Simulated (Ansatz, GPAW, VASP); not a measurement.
# As: 4 runs at one level of theory

```
CELL_PARAMETERS angstrom
1.88080 1.08588 3.51406
-1.88080 1.08588 3.51406
0.00000 -2.17176 3.51406
ATOMIC_POSITIONS crystal
As 0.22600 0.22600 0.22600
As 0.77400 0.77400 0.77400
```

Alike in all runs: task single point; functional RPBE; k mesh 9 × 9 × 9; occupations gaussian, width 0.05 eV; no spin polarisation; no spin-orbit coupling. Pressure is positive in compression and, in plane waves, holds the error of the finite cutoff, which Ansatz's Pulay term estimates and takes out.

```json
{"program and potentials": "Ansatz, Ansatz PAW", "plane-wave cutoff (eV)": "420", "notes": "potentials made for PBE, which Ansatz adapts in part; 15 valence electrons an atom on average", "pressure (GPa)": "5.48", "largest force (eV/Å)": "0.462"}
{"program and potentials": "GPAW, the program's PAW data sets (release 1.2.1) made for this functional", "plane-wave cutoff (eV)": "600", "notes": "5 valence electrons an atom on average", "pressure (GPa)": "5.67", "largest force (eV/Å)": "0.517"}
{"program and potentials": "VASP, PBE PAW files As, 500 eV", "plane-wave cutoff (eV)": "500", "notes": "potentials made for PBE; 5 valence electrons an atom on average", "pressure (GPa)": "5.73", "largest force (eV/Å)": "0.518"}
{"program and potentials": "VASP, PBE PAW files As, 520 eV", "plane-wave cutoff (eV)": "520", "notes": "potentials made for PBE; 5 valence electrons an atom on average", "pressure (GPa)": "5.74", "largest force (eV/Å)": "0.518"}
```

Force on atom 1 (As), eV/Å:

| program and potentials | x | y | z |
| --- | --- | --- | --- |
| Ansatz, Ansatz PAW | 0.000 | 0.000 | 0.462 |
| GPAW, the program's PAW data sets (release 1.2.1) made for this functional | 0.000 | 0.000 | 0.517 |
| VASP, PBE PAW files As, 500 eV | 0.000 | 0.000 | 0.518 |
| VASP, PBE PAW files As, 520 eV | 0.000 | 0.000 | 0.518 |

The pressure spans 5.48 (Ansatz, Ansatz PAW) to 5.74 GPa (VASP, PBE PAW files As, 520 eV). Some sets were made for another functional than the one run, which can shift their rows. The atoms of the given cell lie far from their minimum at this level.

Differences between rows come from potentials, basis sets and numerical settings, since the functional is the same but for its coding. Runs on potential files found faulty are left out.
